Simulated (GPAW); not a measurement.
A run of GPAW 26.7.0 is set up as follows.

run.py

```python
from ase.dft.bandgap import bandgap
from ase.io import read, write
from ase.units import Bohr, GPa
from gpaw import GPAW, PW
from gpaw.elf import elf_from_dft_calculation

atoms = read('Si.xyz')

calc = GPAW(mode=PW(600),
            xc='PBE',
            kpts={'size': (12, 12, 11), 'gamma': True},
            occupations={'name': 'fermi-dirac', 'width': 0.05},
            nbands=8,
            convergence={'density': 1e-05, 'energy': 1e-05},
            maxiter=150,
            txt='gpaw.txt')
atoms.calc = calc
energy = atoms.get_potential_energy()
forces = atoms.get_forces()
stress = atoms.get_stress()
calc.write('gs.gpw')
write('result.traj', atoms)
print(f'Energy: {energy:.6f} eV')
print('Forces (eV/A):')
print(forces.round(4))
print('Stress (GPa):', (stress / GPa).round(3))
print('Fermi level:', round(calc.get_fermi_level(), 4), 'eV')
print(f'Gap: {bandgap(calc)[0]:.4f} eV, direct: {bandgap(calc, direct=True)[0]:.4f} eV')

# fields on the real-space grid
write('density.cube', atoms, data=calc.get_pseudo_density() * Bohr**3)
write('potential.cube', atoms, data=calc.get_electrostatic_potential())
write('elf.cube', atoms, data=elf_from_dft_calculation(calc).data)
```

The input Si.xyz:

```xyz
1
Lattice="2.6629751466 -0.0894873360 -0.0068309500 -1.4071471436 2.2590109186 0.0418965100 -0.0072654228 0.0419482206 2.4877607300" Properties=species:S:1:pos:R:3 pbc="T T T"
Si     0.0000000000      0.0000000000      0.0000000000
```

Potentials or basis: GPAW PAW data sets (gpaw-data 1.2.1), pw.

Run with:

```sh
$ OMP_NUM_THREADS=1 python run.py
```

Question: What does it give for the pressure?

Answer: 4.5 GPa.

Question: Predict the band gap on the k mesh.

Answer: None (metal or under the smearing width).

Stress tensor (GPa, compression positive):
```
 2.94  5.03  0.53
 5.03  8.48 -2.47
 0.53 -2.47  2.01
```

Caveat: the density grid can change from cell to cell, which puts small steps into energies and stress.
